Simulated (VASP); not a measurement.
# Cu in VASP: notebook, part 2 of 2

VASP 6.6.1.

**3. Optical spectrum, PBEsol+D3(BJ) (the (0 0 1) slab of Cu, cut from the database cell, not relaxed)**

INCAR reads:

```
PREC = Accurate ; ENCUT = 520
EDIFF = 1E-6 ; ISMEAR = -5
SIGMA = 0.05 ; LREAL = False
LASPH = True ; NELM = 60
ALGO = Fast ; ISIF = 2
LWAVE = False ; LCHARG = False
LDIPOL = True ; IDIPOL = 3
DIPOL = 0.5 0.5 0.500 ; GGA = PS
IVDW = 12 ; LOPTICS = True
NBANDS = 65 ; NEDOS = 2000
CSHIFT = 0.05
```

KPOINTS reads:

```
Automatic mesh
0
Gamma
  12 12 1
```

POSCAR reads:

```
Cu
1.0
    2.5340966698      0.0000000000      0.0000000000
   -1.2670483349      2.1945920917      0.0000000000
    0.0000000000      0.0000000000     25.2814275000
Cu
6
Direct
    0.6666666700      0.3333333400      0.2966604635
    0.3333333300      0.6666666600      0.3779962781
    0.6666666700      0.3333333400      0.4593320927
    0.3333333300      0.6666666600      0.5406679073
    0.6666666700      0.3333333400      0.6220037219
    0.3333333300      0.6666666600      0.7033395365
```

Potentials or basis: VASP PAW PBE potentials, release 64 (Cu).

Started as:

```console
cat potpaw_PBE.64/Cu/POTCAR > POTCAR
mpirun -np 1 vasp_std > vasp.out
```

OUTCAR:

```text
PREC = Accurate
   ENCUT = 520
   EDIFF = 1E-6
   ISMEAR = -5
   LREAL = False
   LASPH = True
   NELM = 60
   ISIF = 2
   GGA = PS
   IVDW = 12
 IVDW          = 12

 ion  position               nearest neighbor table
   1  0.667  0.333  0.297-   2 2.52   2 2.52   2 2.52
   2  0.333  0.667  0.378-   1 2.52   3 2.52   1 2.52   3 2.52   1 2.52   3 2.52
   3  0.667  0.333  0.459-   4 2.52   4 2.52   2 2.52   2 2.52   4 2.52   2 2.52
   4  0.333  0.667  0.541-   3 2.52   3 2.52   5 2.52   5 2.52   3 2.52   5 2.52
   5  0.667  0.333  0.622-   4 2.52   6 2.52   4 2.52   6 2.52   4 2.52   6 2.52
   6  0.333  0.667  0.703-   5 2.52   5 2.52   5 2.52

  LATTYP: Found a hexagonal cell.
 ALAT       =     2.5340966698
 C/A-ratio  =     9.9765047645

  Lattice vectors:

 A1 = (   2.5340966698,   0.0000000000,   0.0000000000)
 A2 = (  -1.2670483349,   2.1945920917,   0.0000000000)
 A3 = (   0.0000000000,   0.0000000000,  25.2814275000)

Analysis of symmetry for initial positions (statically):
=====================================================================
 Subroutine PRICEL returns:
 Original cell was already a primitive cell.

 Routine SETGRP: Setting up the symmetry group for a
 hexagonal supercell.

 Subroutine GETGRP returns: Found 12 space group operations
 (whereof 12 operations were pure point group operations)
 out of a pool of 24 trial point group operations.

The static configuration has the point symmetry D_3d.

Analysis of symmetry for dynamics (positions and initial velocities):
=====================================================================
 Subroutine PRICEL returns:
 Original cell was already a primitive cell.

 Routine SETGRP: Setting up the symmetry group for a
 hexagonal supercell.

 Subroutine GETGRP returns: Found 12 space group operations
 (whereof 12 operations were pure point group operations)
 out of a pool of 24 trial point group operations.

The dynamic configuration has the point symmetry D_3d.

 Subroutine INISYM returns: Found 12 space group operations
 (whereof 12 operations are pure point group operations),
 and found     1 'primitive' translations

----------------------------------------------------------------------------------------

                                     Primitive cell

  volume of cell :     140.5978

  direct lattice vectors                    reciprocal lattice vectors
     2.534096670  0.000000000  0.000000000     0.394617937  0.227832772  0.000000000
    -1.267048335  2.194592092  0.000000000     0.000000000  0.455665544  0.000000000
     0.000000000  0.000000000 25.281427500     0.000000000  0.000000000  0.039554728

  length of vectors
     2.534096670  2.534096670 25.281427500     0.455665544  0.455665544  0.039554728

  position of ions in fractional coordinates (direct lattice)
     0.666666670  0.333333340  0.296660463
     0.333333330  0.666666660  0.377996278
     0.666666670  0.333333340  0.459332093
     0.333333330  0.666666660  0.540667907
     0.666666670  0.333333340  0.622003722
     0.333333330  0.666666660  0.703339537

  ion indices of the primitive-cell ions
   primitive index   ion index
                 1           1
                 2           2
                 3           3
                 4           4
                 5           5
                 6           6

[... 55 lines left out ...]
   NGX,Y,Z   is equivalent  to a cutoff of  13.12, 13.12, 12.63 a.u.
   NGXF,Y,Z  is equivalent  to a cutoff of  26.24, 26.24, 25.25 a.u.
 SYSTEM =  unknown system
   PREC   = accura    normal or accurate (medium, high low for compatibility)
   ISTART =      0    job   : 0-new  1-cont  2-samecut
   ICHARG =      2    charge: 1-file 2-atom 10-const
   ISPIN  =      1    spin polarized calculation?
   LNONCOLLINEAR =      F non collinear calculations
   LSORBIT =      F    spin-orbit coupling
   LASPH  =      T    aspherical Exc in radial PAW
   ENCUT  =  520.0 eV  38.22 Ry    6.18 a.u.   4.71  4.71 47.01*2*pi/ulx,y,z
   NELM   =     60;   NELMIN=  2; NELMDL= -5     # of ELM steps
   EDIFF  = 0.1E-05   stopping-criterion for ELM
   LREAL  =      F    real-space projection
   EDIFFG = 0.1E-04   stopping-criterion for IOM
   NSW    =      0    number of steps for IOM
   IBRION =     -1    ionic relax: 0-MD 1-quasi-New 2-CG
   NFREE  =      0    steps in history (QN), initial steepest desc. (CG)
   ISIF   =      2    stress and relaxation
   ISYM   =      2    0-nonsym 1-usesym 2-fastsym
   POTIM  = 0.5000    time-step for ionic-motion
   TEBEG  =    0.0;   TEEND  =   0.0 temperature during run
   PSTRESS=    0.0 pullay stress
   NELECT =      66.0000    total number of electrons
   NUPDOWN=      -1.0000    fix difference up-down
   EMIN   =  10.00;   EMAX   =-10.00  energy-range for DOS
   EFERMI =   0.00;   METHOD = LEGACY
   ISMEAR =    -5;   SIGMA  =   0.05  broadening in eV -4-tet -1-fermi 0-gaus
   EFERMI_NEDOS =   21; number of points for ismear=-14 and -15
   IALGO  =     68    algorithm
   IMIX   =      4    mixing-type and parameters
     AMIX     =   0.40;   BMIX     =  1.00
     AMIX_MAG =   1.60;   BMIX_MAG =  1.00
  volume/ion in A,a.u.               =      23.43       158.13
  Fermi-wavevector in a.u.,A,eV,Ry     =   1.272321  2.404338 22.025113  1.618800
  Thomas-Fermi vector in A             =   2.405206
   LORBIT       =      0    0 simple, 1 ext, 2 COOP (PROOUT), +10 PAW based schemes
   GGA     = PS    functional components
   LHFCALC =     F    Hartree Fock is set to
   AEXX    =    0.0000 exact exchange contribution
   IVDW    =    12    specifies the selected vdW correction
   LEPSILON=     F    determine dielectric tensor
   LRPA    =     F    only Hartree local field effects (RPA)
 non-spin polarized calculation
 RMM-DIIS sequential band-by-band and
 Fermi weights with tetrahedron method with Bloechl corrections
  energy-cutoff  :      520.00
  volume of cell :      140.60
 maximum number of plane-waves:      3816
 NGX is ok and might be reduce to    20
   NGX =  9   NGY =  9   NGZ = 95

 dipolmoment           0.000000      0.000000      0.000000 electrons x Angstroem

 number of electron      65.9999976 magnetization

 dipolmoment           0.000000      0.000000     -0.000000 electrons x Angstroem

 Free energy of the ion-electron system (eV)
  ---------------------------------------------------
  ext. energy  EPLUGINS =         0.00000000
  ---------------------------------------------------
  free energy    TOTEN  =       -24.67239530 eV

  energy without entropy =      -24.67239530  energy(sigma->0) =      -24.67239530

 E-fermi :   1.3632     XC(G=0):  -7.1088

 val. band max:        1.3640743041   @ k =   0.5000  -0.0000   0.0000
 cond. band min:       1.3980911144   @ k =   0.3333   0.1667   0.0000
 fundamental gap:      0.0340168102
 Fermi energy:         1.3632167885

 k-point     1 :       0.0000    0.0000    0.0000
  band No.  band energies     occupation
      1      -8.0214      2.00000
      2      -7.3604      2.00000
      3      -6.3370      2.00000
      4      -5.1344      2.00000
      5      -4.1992      2.00000
      6      -3.8966      2.00000
[... 901 lines left out ...]
     44       9.6863      0.00000
     45       9.6863      0.00000
 [bands above 45 left out]

------------------------ aborting loop because EDIFF is reached ----------------------------------------

 vacuum level on the upper side and lower side of the slab       (xc-potential included)        -0.050        -0.050

 Edisp (eV)   -2.56053

 E8    (eV) :    -1.7012

  FORCE on cell =-STRESS in cart. coord.  units (eV):
  Direction    XX          YY          ZZ          XY          YZ          ZX
  --------------------------------------------------------------------------------------
  -------------------------------------------------------------------------------------
  Total      -4.54307    -4.54307    -2.51404     0.00000     0.00000     0.00000
  in kB     -51.77036   -51.77036   -28.64861     0.00000     0.00000     0.00000
  external pressure =      -44.06 kB  Pullay stress =        0.00 kB

 VOLUME and BASIS-vectors are now :
 -----------------------------------------------------------------------------
  energy-cutoff  :      520.00
  volume of cell :      140.60
      direct lattice vectors                 reciprocal lattice vectors
     2.534096670  0.000000000  0.000000000     0.394617937  0.227832772  0.000000000
    -1.267048335  2.194592092  0.000000000     0.000000000  0.455665544  0.000000000
     0.000000000  0.000000000 25.281427500     0.000000000  0.000000000  0.039554728

 POSITION                                       TOTAL-FORCE (eV/Angst)
 -----------------------------------------------------------------------------------
      1.26705      0.73153      7.50000         0.000000     -0.000000      0.226881
      0.00000      1.46306      9.55629         0.000000      0.000000      0.019197
      1.26705      0.73153     11.61257        -0.000000     -0.000000     -0.002485
      0.00000      1.46306     13.66886        -0.000000      0.000000      0.002485
      1.26705      0.73153     15.72514         0.000000      0.000000     -0.019197
      0.00000      1.46306     17.78143         0.000000      0.000000     -0.226881
 -----------------------------------------------------------------------------------
    total drift:                               -0.000000     -0.000000      0.000000

  FREE ENERGIE OF THE ION-ELECTRON SYSTEM (eV)
  ---------------------------------------------------
  free  energy   TOTEN  =       -27.2329287993 eV

  energy  without entropy=      -27.2329287993  energy(sigma->0) =      -27.23292880

 vacuum level on the upper side and lower side of the slab         6.157         6.157
```

Wall time 3.3 min (1 thread of Intel Xeon 6975P-C (Granite Rapids), shared host); peak memory 0.32 GiB.

Results:

```yaml
Free_energy: -27.2329 eV
Largest_force: 0.227 eV/Å
Band_gap_on_the_k_mesh: none (metal or under the smearing width)
Dispersion_energy_per_atom: -0.427 eV
```

Forces on the atoms (eV/Å):
```
Cu   0.000  0.000  0.227
Cu   0.000  0.000  0.019
Cu   0.000  0.000 -0.002
Cu   0.000  0.000  0.002
Cu   0.000  0.000 -0.019
Cu   0.000  0.000 -0.227
```

Caveat: the PAW data sets were made with another functional, which shifts forces and pressure a little; tetrahedron occupations give inexact forces and stress in metals.
